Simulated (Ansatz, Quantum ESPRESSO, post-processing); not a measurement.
# Band offsets of the AlAs/GaAs(110) superlattice, 5 + 5 layers, a = 5.625 Å, part 6 of 7

Wanted: the band alignment of the AlAs/GaAs(110) superlattice, 5 + 5 layers, a = 5.625 Å.

Quantum ESPRESSO 7.5; plane-wave DFT, LDA, GBRV ultrasoft pseudopotentials; cross-check by Ansatz 0.2.0 with PAW datasets.

So far. Step 3 (Self-consistent run of bulk AlAs): The run needed 7 iterations to bring the estimated error under 1e-07 Ry. Step 11 (Ground state of the superlattice): The run needed 21 iterations to bring the estimated error under 1e-07 Ry; the largest force on any atom, held or free, is 0.04 eV/Å.

## (14) Projections on atomic orbitals

Projections on atomic orbitals tell which layers and orbitals hold the states near the zero of energy.

Input file pdos.in:

```
&projwfc
  prefix = 'ab'
  outdir = './out'
  filpdos = 'pdos'
  Emin = 3.613
  Emax = 10.613
  DeltaE = 0.05
  ngauss = 0
  degauss = 0.006
/
```

Command:

```console
$ OMP_NUM_THREADS=1 mpirun -n 4 projwfc.x -in pdos.in > pdos.out
```

Numbers of over 12 decimals in the logs are rounded to 6 here.

What it wrote:

```text
[banner, memory and clock lines left out]
Program PROJWFC v.7.5 starts

          URL

     ./out/ab.save/

     IMPORTANT: XC functional enforced from input :
     Exchange-correlation= PZ
                           (   1   1   0   0   0   0   0)
     Any further DFT definition will be discarded
     Please, verify this is what you really want

     Gaussian broadening (read from input): ngauss,degauss=   0    0.006000

     Calling projwave ....
     one sub-group per band group will be used

     linear algebra parallelized on   4 procs

  Problem Sizes
  natomwfc =          120
  nx       =           60
  nbnd     =           96
  nkstot   =           20
  npwx     =         3232
  nkb      =          315

     Atomic states used for projection
     (read from pseudopotential files):

     state #   1: atom   1 (Al ), wfc  1 (l=0 m= 1)
     state #   2: atom   1 (Al ), wfc  2 (l=1 m= 1)
     state #   3: atom   1 (Al ), wfc  2 (l=1 m= 2)
     state #   4: atom   1 (Al ), wfc  2 (l=1 m= 3)
     state #   5: atom   2 (As ), wfc  1 (l=0 m= 1)
     state #   6: atom   2 (As ), wfc  2 (l=1 m= 1)
     state #   7: atom   2 (As ), wfc  2 (l=1 m= 2)
     state #   8: atom   2 (As ), wfc  2 (l=1 m= 3)
     state #   9: atom   3 (Al ), wfc  1 (l=0 m= 1)
     state #  10: atom   3 (Al ), wfc  2 (l=1 m= 1)
     state #  11: atom   3 (Al ), wfc  2 (l=1 m= 2)
     state #  12: atom   3 (Al ), wfc  2 (l=1 m= 3)
     state #  13: atom   4 (As ), wfc  1 (l=0 m= 1)
     state #  14: atom   4 (As ), wfc  2 (l=1 m= 1)
     state #  15: atom   4 (As ), wfc  2 (l=1 m= 2)
     state #  16: atom   4 (As ), wfc  2 (l=1 m= 3)
     state #  17: atom   5 (Al ), wfc  1 (l=0 m= 1)
     state #  18: atom   5 (Al ), wfc  2 (l=1 m= 1)
     state #  19: atom   5 (Al ), wfc  2 (l=1 m= 2)
     state #  20: atom   5 (Al ), wfc  2 (l=1 m= 3)
     state #  21: atom   6 (As ), wfc  1 (l=0 m= 1)
     state #  22: atom   6 (As ), wfc  2 (l=1 m= 1)
     state #  23: atom   6 (As ), wfc  2 (l=1 m= 2)
     state #  24: atom   6 (As ), wfc  2 (l=1 m= 3)
     state #  25: atom   7 (Al ), wfc  1 (l=0 m= 1)
     state #  26: atom   7 (Al ), wfc  2 (l=1 m= 1)
     state #  27: atom   7 (Al ), wfc  2 (l=1 m= 2)
     state #  28: atom   7 (Al ), wfc  2 (l=1 m= 3)
     state #  29: atom   8 (As ), wfc  1 (l=0 m= 1)
     state #  30: atom   8 (As ), wfc  2 (l=1 m= 1)
     state #  31: atom   8 (As ), wfc  2 (l=1 m= 2)
     state #  32: atom   8 (As ), wfc  2 (l=1 m= 3)
     state #  33: atom   9 (Al ), wfc  1 (l=0 m= 1)
     state #  34: atom   9 (Al ), wfc  2 (l=1 m= 1)
     state #  35: atom   9 (Al ), wfc  2 (l=1 m= 2)
     state #  36: atom   9 (Al ), wfc  2 (l=1 m= 3)
     state #  37: atom  10 (As ), wfc  1 (l=0 m= 1)
     state #  38: atom  10 (As ), wfc  2 (l=1 m= 1)
     state #  39: atom  10 (As ), wfc  2 (l=1 m= 2)
     state #  40: atom  10 (As ), wfc  2 (l=1 m= 3)
     state #  41: atom  11 (Ga ), wfc  1 (l=1 m= 1)
     state #  42: atom  11 (Ga ), wfc  1 (l=1 m= 2)
     state #  43: atom  11 (Ga ), wfc  1 (l=1 m= 3)
     state #  44: atom  11 (Ga ), wfc  2 (l=2 m= 1)
     state #  45: atom  11 (Ga ), wfc  2 (l=2 m= 2)
     state #  46: atom  11 (Ga ), wfc  2 (l=2 m= 3)
     state #  47: atom  11 (Ga ), wfc  2 (l=2 m= 4)
     state #  48: atom  11 (Ga ), wfc  2 (l=2 m= 5)
     state #  49: atom  11 (Ga ), wfc  3 (l=0 m= 1)
     state #  50: atom  11 (Ga ), wfc  4 (l=1 m= 1)
     state #  51: atom  11 (Ga ), wfc  4 (l=1 m= 2)
     state #  52: atom  11 (Ga ), wfc  4 (l=1 m= 3)
     state #  53: atom  12 (As ), wfc  1 (l=0 m= 1)
     state #  54: atom  12 (As ), wfc  2 (l=1 m= 1)
     state #  55: atom  12 (As ), wfc  2 (l=1 m= 2)
     state #  56: atom  12 (As ), wfc  2 (l=1 m= 3)
     state #  57: atom  13 (Ga ), wfc  1 (l=1 m= 1)
     state #  58: atom  13 (Ga ), wfc  1 (l=1 m= 2)
     state #  59: atom  13 (Ga ), wfc  1 (l=1 m= 3)
     state #  60: atom  13 (Ga ), wfc  2 (l=2 m= 1)
     state #  61: atom  13 (Ga ), wfc  2 (l=2 m= 2)
     state #  62: atom  13 (Ga ), wfc  2 (l=2 m= 3)
     state #  63: atom  13 (Ga ), wfc  2 (l=2 m= 4)
     state #  64: atom  13 (Ga ), wfc  2 (l=2 m= 5)
     state #  65: atom  13 (Ga ), wfc  3 (l=0 m= 1)
     state #  66: atom  13 (Ga ), wfc  4 (l=1 m= 1)
     state #  67: atom  13 (Ga ), wfc  4 (l=1 m= 2)
     state #  68: atom  13 (Ga ), wfc  4 (l=1 m= 3)
     state #  69: atom  14 (As ), wfc  1 (l=0 m= 1)
     state #  70: atom  14 (As ), wfc  2 (l=1 m= 1)
     state #  71: atom  14 (As ), wfc  2 (l=1 m= 2)
     state #  72: atom  14 (As ), wfc  2 (l=1 m= 3)
     state #  73: atom  15 (Ga ), wfc  1 (l=1 m= 1)
     state #  74: atom  15 (Ga ), wfc  1 (l=1 m= 2)
     state #  75: atom  15 (Ga ), wfc  1 (l=1 m= 3)
     state #  76: atom  15 (Ga ), wfc  2 (l=2 m= 1)
     state #  77: atom  15 (Ga ), wfc  2 (l=2 m= 2)
     state #  78: atom  15 (Ga ), wfc  2 (l=2 m= 3)
     state #  79: atom  15 (Ga ), wfc  2 (l=2 m= 4)
     state #  80: atom  15 (Ga ), wfc  2 (l=2 m= 5)
     state #  81: atom  15 (Ga ), wfc  3 (l=0 m= 1)
     state #  82: atom  15 (Ga ), wfc  4 (l=1 m= 1)
     state #  83: atom  15 (Ga ), wfc  4 (l=1 m= 2)
     state #  84: atom  15 (Ga ), wfc  4 (l=1 m= 3)
     state #  85: atom  16 (As ), wfc  1 (l=0 m= 1)
     state #  86: atom  16 (As ), wfc  2 (l=1 m= 1)
     state #  87: atom  16 (As ), wfc  2 (l=1 m= 2)
     state #  88: atom  16 (As ), wfc  2 (l=1 m= 3)
     state #  89: atom  17 (Ga ), wfc  1 (l=1 m= 1)
     state #  90: atom  17 (Ga ), wfc  1 (l=1 m= 2)
     state #  91: atom  17 (Ga ), wfc  1 (l=1 m= 3)
     state #  92: atom  17 (Ga ), wfc  2 (l=2 m= 1)
     state #  93: atom  17 (Ga ), wfc  2 (l=2 m= 2)
     state #  94: atom  17 (Ga ), wfc  2 (l=2 m= 3)
     state #  95: atom  17 (Ga ), wfc  2 (l=2 m= 4)
     state #  96: atom  17 (Ga ), wfc  2 (l=2 m= 5)
     state #  97: atom  17 (Ga ), wfc  3 (l=0 m= 1)
     state #  98: atom  17 (Ga ), wfc  4 (l=1 m= 1)
     state #  99: atom  17 (Ga ), wfc  4 (l=1 m= 2)
     state # 100: atom  17 (Ga ), wfc  4 (l=1 m= 3)
     state # 101: atom  18 (As ), wfc  1 (l=0 m= 1)
     state # 102: atom  18 (As ), wfc  2 (l=1 m= 1)
     state # 103: atom  18 (As ), wfc  2 (l=1 m= 2)
     state # 104: atom  18 (As ), wfc  2 (l=1 m= 3)
     state # 105: atom  19 (Ga ), wfc  1 (l=1 m= 1)
     state # 106: atom  19 (Ga ), wfc  1 (l=1 m= 2)
     state # 107: atom  19 (Ga ), wfc  1 (l=1 m= 3)
     state # 108: atom  19 (Ga ), wfc  2 (l=2 m= 1)
     state # 109: atom  19 (Ga ), wfc  2 (l=2 m= 2)
     state # 110: atom  19 (Ga ), wfc  2 (l=2 m= 3)
     state # 111: atom  19 (Ga ), wfc  2 (l=2 m= 4)
     state # 112: atom  19 (Ga ), wfc  2 (l=2 m= 5)
     state # 113: atom  19 (Ga ), wfc  3 (l=0 m= 1)
     state # 114: atom  19 (Ga ), wfc  4 (l=1 m= 1)
     state # 115: atom  19 (Ga ), wfc  4 (l=1 m= 2)
     state # 116: atom  19 (Ga ), wfc  4 (l=1 m= 3)
     state # 117: atom  20 (As ), wfc  1 (l=0 m= 1)
     state # 118: atom  20 (As ), wfc  2 (l=1 m= 1)
     state # 119: atom  20 (As ), wfc  2 (l=1 m= 2)
     state # 120: atom  20 (As ), wfc  2 (l=1 m= 3)

[... projections of each state ...]
Lowdin Charges:

     Atom #   1: total charge =   2.6875, s =  0.8928,
     Atom #   1: total charge =   2.6875, p =  1.7946, pz=  0.6005, px=  0.5956, py=  0.5986,
     Atom #   1: total charge =   2.6875, d =  0.0000, dz2=  0.0000, dxz=  0.0000, dyz=  0.0000, dx2-y2=  0.0000, dxy=  0.0000,
     Atom #   2: total charge =   5.2189, s =  1.4332,
     Atom #   2: total charge =   5.2189, p =  3.7857, pz=  1.2364, px=  1.2585, py=  1.2908,
     Atom #   2: total charge =   5.2189, d =  0.0000, dz2=  0.0000, dxz=  0.0000, dyz=  0.0000, dx2-y2=  0.0000, dxy=  0.0000,
     Atom #   3: total charge =   2.6686, s =  0.8866,
     Atom #   3: total charge =   2.6686, p =  1.7820, pz=  0.5966, px=  0.5919, py=  0.5935,
     Atom #   3: total charge =   2.6686, d =  0.0000, dz2=  0.0000, dxz=  0.0000, dyz=  0.0000, dx2-y2=  0.0000, dxy=  0.0000,
     Atom #   4: total charge =   5.2901, s =  1.4172,
     Atom #   4: total charge =   5.2901, p =  3.8729, pz=  1.2949, px=  1.2883, py=  1.2897,
     Atom #   4: total charge =   5.2901, d =  0.0000, dz2=  0.0000, dxz=  0.0000, dyz=  0.0000, dx2-y2=  0.0000, dxy=  0.0000,
     Atom #   5: total charge =   2.6650, s =  0.8851,
     Atom #   5: total charge =   2.6650, p =  1.7799, pz=  0.5955, px=  0.5910, py=  0.5934,
     Atom #   5: total charge =   2.6650, d =  0.0000, dz2=  0.0000, dxz=  0.0000, dyz=  0.0000, dx2-y2=  0.0000, dxy=  0.0000,
     Atom #   6: total charge =   5.2889, s =  1.4170,
     Atom #   6: total charge =   5.2889, p =  3.8720, pz=  1.2946, px=  1.2879, py=  1.2895,
     Atom #   6: total charge =   5.2889, d =  0.0000, dz2=  0.0000, dxz=  0.0000, dyz=  0.0000, dx2-y2=  0.0000, dxy=  0.0000,
     Atom #   7: total charge =   2.6686, s =  0.8866,
     Atom #   7: total charge =   2.6686, p =  1.7821, pz=  0.5966, px=  0.5920, py=  0.5935,
     Atom #   7: total charge =   2.6686, d =  0.0000, dz2=  0.0000, dxz=  0.0000, dyz=  0.0000, dx2-y2=  0.0000, dxy=  0.0000,
     Atom #   8: total charge =   5.2902, s =  1.4172,
     Atom #   8: total charge =   5.2902, p =  3.8730, pz=  1.2949, px=  1.2884, py=  1.2897,
     Atom #   8: total charge =   5.2902, d =  0.0000, dz2=  0.0000, dxz=  0.0000, dyz=  0.0000, dx2-y2=  0.0000, dxy=  0.0000,
     Atom #   9: total charge =   2.6875, s =  0.8928,
     Atom #   9: total charge =   2.6875, p =  1.7946, pz=  0.6005, px=  0.5956, py=  0.5986,
     Atom #   9: total charge =   2.6875, d =  0.0000, dz2=  0.0000, dxz=  0.0000, dyz=  0.0000, dx2-y2=  0.0000, dxy=  0.0000,
     Atom #  10: total charge =   5.2189, s =  1.4332,
     Atom #  10: total charge =   5.2189, p =  3.7857, pz=  1.2364, px=  1.2585, py=  1.2908,
     Atom #  10: total charge =   5.2189, d =  0.0000, dz2=  0.0000, dxz=  0.0000, dyz=  0.0000, dx2-y2=  0.0000, dxy=  0.0000,
     Atom #  11: total charge =  18.9372, s =  1.0561,
     Atom #  11: total charge =  18.9372, p =  7.8912, pz=  2.6319, px=  2.6279, py=  2.6313,
     Atom #  11: total charge =  18.9372, d =  9.9900, dz2=  1.9978, dxz=  1.9975, dyz=  1.9988, dx2-y2=  1.9984, dxy=  1.9975,
     Atom #  12: total charge =   5.0801, s =  1.4722,
     Atom #  12: total charge =   5.0801, p =  3.6079, pz=  1.2376, px=  1.1991, py=  1.1712,
     Atom #  12: total charge =   5.0801, d =  0.0000, dz2=  0.0000, dxz=  0.0000, dyz=  0.0000, dx2-y2=  0.0000, dxy=  0.0000,
     Atom #  13: total charge =  18.9546, s =  1.0618,
     Atom #  13: total charge =  18.9546, p =  7.9030, pz=  2.6367, px=  2.6312, py=  2.6351,
     Atom #  13: total charge =  18.9546, d =  9.9898, dz2=  1.9978, dxz=  1.9974, dyz=  1.9987, dx2-y2=  1.9984, dxy=  1.9974,
     Atom #  14: total charge =   5.0150, s =  1.4959,
     Atom #  14: total charge =   5.0150, p =  3.5191, pz=  1.1772, px=  1.1695, py=  1.1723,
     Atom #  14: total charge =   5.0150, d =  0.0000, dz2=  0.0000, dxz=  0.0000, dyz=  0.0000, dx2-y2=  0.0000, dxy=  0.0000,
     Atom #  15: total charge =  18.9579, s =  1.0635,
     Atom #  15: total charge =  18.9579, p =  7.9047, pz=  2.6376, px=  2.6320, py=  2.6351,
     Atom #  15: total charge =  18.9579, d =  9.9897, dz2=  1.9977, dxz=  1.9975, dyz=  1.9987, dx2-y2=  1.9984, dxy=  1.9974,
     Atom #  16: total charge =   5.0165, s =  1.4961,
     Atom #  16: total charge =   5.0165, p =  3.5204, pz=  1.1776, px=  1.1702, py=  1.1726,
     Atom #  16: total charge =   5.0165, d =  0.0000, dz2=  0.0000, dxz=  0.0000, dyz=  0.0000, dx2-y2=  0.0000, dxy=  0.0000,
     Atom #  17: total charge =  18.9546, s =  1.0618,
     Atom #  17: total charge =  18.9546, p =  7.9030, pz=  2.6367, px=  2.6312, py=  2.6351,
     Atom #  17: total charge =  18.9546, d =  9.9898, dz2=  1.9978, dxz=  1.9974, dyz=  1.9987, dx2-y2=  1.9984, dxy=  1.9974,
     Atom #  18: total charge =   5.0150, s =  1.4959,
     Atom #  18: total charge =   5.0150, p =  3.5191, pz=  1.1772, px=  1.1695, py=  1.1723,
     Atom #  18: total charge =   5.0150, d =  0.0000, dz2=  0.0000, dxz=  0.0000, dyz=  0.0000, dx2-y2=  0.0000, dxy=  0.0000,
     Atom #  19: total charge =  18.9373, s =  1.0561,
     Atom #  19: total charge =  18.9373, p =  7.8912, pz=  2.6319, px=  2.6279, py=  2.6313,
     Atom #  19: total charge =  18.9373, d =  9.9900, dz2=  1.9978, dxz=  1.9975, dyz=  1.9988, dx2-y2=  1.9984, dxy=  1.9975,
     Atom #  20: total charge =   5.0802, s =  1.4722,
     Atom #  20: total charge =   5.0802, p =  3.6079, pz=  1.2376, px=  1.1991, py=  1.1713,
     Atom #  20: total charge =   5.0802, d =  0.0000, dz2=  0.0000, dxz=  0.0000, dyz=  0.0000, dx2-y2=  0.0000, dxy=  0.0000,
     Spilling Parameter:   0.0023
```

The job ended after 4.8 s (4 MPI ranks of AMD EPYC 7R32 (Zen 2), shared host; peak memory 0.39 GiB).

This step gave:

```
spilling of the projection : 0.0023
```

The density of states has structure finer than the step of the table below, so its rows give means over 0.2 eV, whole bins alone (the curve runs from -3.00 to 2.30 eV). Peaks (eV: height): -2.95: 22.2, -2.30: 20.5, -1.70: 15.1.

Gaussian width 0.006 Ry; cut where the computed bands begin to run out. The density of states by energy, zero at the Fermi level; means over each step:

| energy (eV) | density of states (states/eV a cell) |
| --- | --- |
| -2.8 | 14.0 |
| -2.6 | 13.1 |
| -2.4 | 14.9 |
| -2.2 | 15.6 |
| -2.0 | 11.2 |
| -1.8 | 12.3 |
| -1.6 | 12.4 |
| -1.4 | 8.60 |
| -1.2 | 4.82 |
| -1.0 | 4.10 |
| -0.8 | 2.70 |
| -0.6 | 0.933 |
| -0.4 | 0.152 |
| -0.2 | 3.3e-4 |
| 0.0 | 0 |
| 0.2 | 3.6e-4 |
| 0.4 | 0.139 |
| 0.6 | 0.598 |
| 0.8 | 2.22 |
| 1.0 | 4.34 |
| 1.2 | 5.66 |
| 1.4 | 8.35 |
| 1.6 | 9.21 |
| 1.8 | 12.2 |
| 2.0 | 13.6 |
| 2.2 | 15.1 |

Projected DOS an atom over height of the atomic layer and energy from the Fermi level. Columns are the atomic layers from the bottom up.

Values in states/eV, 22 rows by 10 columns, each cell a mean:
```
0.69 0.66 0.69 0.66 0.69 0.67 0.68 0.64 0.68 0.67
0.58 0.56 0.61 0.56 0.58 0.62 0.66 0.60 0.66 0.62
0.44 0.40 0.37 0.40 0.44 0.58 0.58 0.64 0.58 0.58
0.35 0.30 0.30 0.30 0.35 0.43 0.49 0.45 0.49 0.43
0.24 0.25 0.23 0.25 0.24 0.33 0.27 0.29 0.27 0.33
0.18 0.18 0.17 0.18 0.18 0.20 0.20 0.20 0.20 0.20
0.08 0.10 0.10 0.10 0.08 0.08 0.05 0.07 0.05 0.08
0.01 0.01 0.01 0.01 0.01 0.01 0.01 0.01 0.01 0.01
0.00 0.00 0.00 0.00 0.00 0.00 0.00 0.00 0.00 0.00
0.00 0.00 0.00 0.00 0.00 0.00 0.00 0.00 0.00 0.00
0.00 0.00 0.00 0.00 0.00 0.00 0.00 0.00 0.00 0.00
0.01 0.01 0.01 0.01 0.01 0.02 0.03 0.04 0.03 0.02
0.07 0.05 0.04 0.05 0.07 0.11 0.14 0.14 0.14 0.11
0.17 0.14 0.13 0.14 0.17 0.23 0.25 0.24 0.25 0.23
0.23 0.22 0.22 0.22 0.23 0.26 0.27 0.28 0.27 0.26
0.43 0.41 0.40 0.41 0.43 0.49 0.48 0.47 0.48 0.49
0.63 0.63 0.63 0.63 0.63 0.70 0.71 0.71 0.71 0.70
0.58 0.61 0.62 0.61 0.58 0.55 0.51 0.50 0.51 0.55
0.70 0.71 0.70 0.71 0.70 0.74 0.74 0.74 0.74 0.74
0.75 0.81 0.84 0.81 0.75 0.71 0.66 0.64 0.66 0.71
0.67 0.68 0.67 0.68 0.67 0.64 0.63 0.63 0.63 0.64
0.88 0.92 0.93 0.92 0.88 0.90 0.87 0.87 0.87 0.90
```
Columns: height of the atomic layer (Å) from 0 to 17.9; rows upwards: energy from the Fermi level (eV) from -3.00 to 2.30.

Löwdin valence electrons by atom:

| atom | Löwdin valence electrons (e) |
| --- | --- |
| Al1 | 2.7 |
| As2 | 5.2 |
| Al3 | 2.7 |
| As4 | 5.3 |
| Al5 | 2.7 |
| As6 | 5.3 |
| Al7 | 2.7 |
| As8 | 5.3 |
| Al9 | 2.7 |
| As10 | 5.2 |
| Ga11 | 18.9 |
| As12 | 5.1 |
| Ga13 | 19.0 |
| As14 | 5.0 |
| Ga15 | 19.0 |
| As16 | 5.0 |
| Ga17 | 19.0 |
| As18 | 5.0 |
| Ga19 | 18.9 |
| As20 | 5.1 |

The atomic orbitals miss 0.2 % of the occupied states; for empty states the projections can miss much more.

## (15) The line-up

Each edge is taken over its own crystal's mean potential and then placed on the mean potential of those layers in the superlattice:

| crystal | valence top − mean (eV) | conduction bottom − mean (eV) | mean in the superlattice (eV) |
| --- | --- | --- | --- |
| AlAs | -3.024 | -1.723 | 8.765 |
| GaAs | -2.484 | -2.081 | 8.717 |

Valence offset = (-2.484 + 8.717) − (-3.024 + 8.765) = 0.491 eV; conduction offset = -0.407 eV.

## (16) The same in Ansatz of bulk AlAs

A second code with its own PAW datasets, on the same atoms.

Level of this step: plane-wave DFT, LDA, Ansatz PAW (Ansatz 0.2.0).

Input file input.yaml:

```yaml
crystal:
  lattice:
    - [5.625, 0.0, 0.0]
    - [0.0, 3.9774756442, 0.0]
    - [0.0, 0.0, 3.9774756442]
  atoms:
    - { symbol: Al, position: [0.0, 0.0, 0.0] }
    - { symbol: As, position: [0.25, 0.5, 0.0] }
    - { symbol: Al, position: [0.5, 0.5, 0.5] }
    - { symbol: As, position: [0.75, 0.0, 0.5] }
kpoints:
  mp_grid: { grid: [6, 8, 8] }
hamiltonian:
  xc: lda
scf:
  occupations: { method: fermi_dirac, width: 0.02 }
  convergence: { dr2_threshold: 1.0e-08 }
output:
  eigenvalues: true
checkpoint:
  write: az.a.run
  compress: false
  write_wavefunctions: false
```

Command:

```console
$ ansatz run input.yaml --threads 4 --pin off --max-ram 8192MiB --backend cpu --events-out ev --progress --plain --runs-dir out
```

What it wrote:

```text
[...]
Crystal: 4 atoms, lattice volume = 88.989 Å³
Basis set: ecut = 420 eV, 1739 PW (Γ)
Bands: 22, of which v1, the nominal top of the filled ones, is band 18 counted from 1 (17 counted from 0)
Symmetry: 16 space group operations
[...]
k-points: 60 of 384 (time reversal used)
[...]
SCF iter   1: F=—  HF=-10574.984698 eV  |F-HF|=—  |Δ(HF+E_count)|=         —  Δρ=4.00e-3  dr2=7.55e-3  ethr=1.77e-3  ⟨swp⟩=6.6  Hψ=6564  notcnv=0
[...]
SCF iter   7: F=-10574.982268 eV  HF=-10574.982268 eV  |F-HF|=5.22e-10  |Δ(HF+E_count)|=   6.86e-9  Δρ=1.28e-6  dr2=2.10e-9  ethr=2.78e-11  ⟨swp⟩=2.9  Hψ=3043  notcnv=0
SCF 1 converged in 7 iterations: F = -10574.982268 eV  dr2 = 2.10e-9
[...]
SCF converged after 7 iterations
Free energy (F): -10574.982268 eV
[...]
Internal energy: -10574.982268 eV  (E = F + TS)
E sigma→0 (E₀):  -10574.982268 eV
Fermi energy:    6.992181 eV
[...]
--- Band table (eV; the first three rows and the last of 60) ---
  k-point 0: bands = [... 14 lower, 4.1212, 6.3294, 6.3295, 6.3295, 7.6500, 8.3288, 8.5439, 10.6304]
  k-point 1: bands = [... 14 lower, 4.2187, 5.3104, 6.0273, 6.2981, 8.0198, 9.0867, 9.2926, 10.6051]
  k-point 2: bands = [... 14 lower, 3.8368, 4.4996, 5.2492, 6.1663, 8.4763, 9.7655, 10.7603, 11.0265]
  k-point 59: bands = [... 14 lower, 3.0683, 3.0683, 3.4379, 3.4379, 10.5919, 10.5919, 12.0006, 12.0006]
```

Run time: 2 s. Hardware: 4 threads; peak memory 0.41 GiB; 7.4 s of CPU time.

Read from the output:

- free energy: -10574.9823 eV
- Fermi energy: 6.992 eV
- gap by band count: 1.320 eV
- symmetry operations: 16

## (17) The same in Ansatz of bulk GaAs

input.yaml, the sections that differ from step 16:

```yaml
crystal:
  lattice:
    - [5.625, 0.0, 0.0]
    - [0.0, 3.9774756442, 0.0]
    - [0.0, 0.0, 3.9774756442]
  atoms:
    - { symbol: Ga, position: [0.0, 0.0, 0.0] }
    - { symbol: As, position: [0.25, 0.5, 0.0] }
    - { symbol: Ga, position: [0.5, 0.5, 0.5] }
    - { symbol: As, position: [0.75, 0.0, 0.5] }
checkpoint:
  write: az.b.run
  compress: false
  write_wavefunctions: false
# kpoints, hamiltonian, scf, output: as in step 16
```

What it wrote:

```text
[...]
Crystal: 4 atoms, lattice volume = 88.989 Å³
Basis set: ecut = 420 eV, 1739 PW (Γ)
Bands: 34, of which v1, the nominal top of the filled ones, is band 28 counted from 1 (27 counted from 0)
Symmetry: 16 space group operations
[...]
k-points: 60 of 384 (time reversal used)
[...]
SCF iter   1: F=—  HF=-16962.595733 eV  |F-HF|=—  |Δ(HF+E_count)|=         —  Δρ=5.16e-3  dr2=1.56e-2  ethr=1.77e-3  ⟨swp⟩=6.1  Hψ=7495  notcnv=0
[...]
SCF iter   3: F=—  HF=-16962.589157 eV  |F-HF|=—  |Δ(HF+E_count)|=   4.27e-4  Δρ=6.17e-4  dr2=3.18e-4  ethr=7.17e-6  ⟨swp⟩=2.0  Hψ=2686  notcnv=0  defer=48
automatic band count: iteration 3 solves 33 bands in place of 34: the levels show a gap, and the empty bands left out lie too high to hold charge; the band table lists the bands solved (type scf.n_extra_bands for more)
SCF iter   4: F=—  HF=-16962.589043 eV  |F-HF|=—  |Δ(HF+E_count)|=   1.14e-4  Δρ=2.47e-4  dr2=5.65e-5  ethr=5.68e-7  ⟨swp⟩=2.2  Hψ=3122  notcnv=0  defer=48
[...]
SCF iter   8: F=-16962.589031 eV  HF=-16962.589031 eV  |F-HF|=1.12e-9  |Δ(HF+E_count)|=   1.71e-9  Δρ=8.61e-7  dr2=3.65e-10  ethr=1.01e-11  ⟨swp⟩=3.0  Hψ=5106  notcnv=0
SCF 1 converged in 8 iterations: F = -16962.589031 eV  dr2 = 3.65e-10
[...]
SCF converged after 8 iterations
Free energy (F): -16962.589031 eV
[...]
Internal energy: -16962.589031 eV  (E = F + TS)
E sigma→0 (E₀):  -16962.589031 eV
Entropy (-TS):   -0.000000 eV (-0.000 meV/atom)
Fermi energy:    8.289220 eV
[...]
--- Band table (eV; the first three rows and the last of 60) ---
  k-point 0: bands = [... 24 lower, 5.3409, 8.0780, 8.0786, 8.0786, 8.4770, 9.4018, 9.6289, 11.7702, ... 1 higher]
  k-point 1: bands = [... 24 lower, 5.4511, 6.5350, 7.6614, 8.0142, 9.6081, 9.6180, 10.5524, 11.7847, ... 1 higher]
  k-point 2: bands = [... 24 lower, 4.8635, 5.7691, 6.6711, 7.7929, 9.9261, 10.3098, 12.0843, 12.2520, ... 1 higher]
  k-point 59: bands = [... 24 lower, 4.4514, 4.4514, 4.6416, 4.6416, 12.6852, 12.6852, 12.7246, 12.7246, ... 1 higher]
```

It took 3.4 s on 4 threads; peak memory 0.46 GiB.

Read from the output:

* free energy: -16962.5890 eV
* Fermi energy: 8.289 eV
* gap by band count: 0.3984 eV

[end of part 6 of 7]

[Logs are printed without paths, hosts, clocks, repeated set-up lines and the standing remarks that a program may print on its own settings, such as how far it seeks lower states.]

[Hosts, paths, dates, database ids (printed as entryN), source tags and the programs' standing remarks are cut or masked in the printed files.]

[Maps of the electrostatic potential energy from Ansatz leave out the sawtooth potential of an applied field or a dipole correction, so their vacuum need not be flat; planar profiles and work functions include it.]
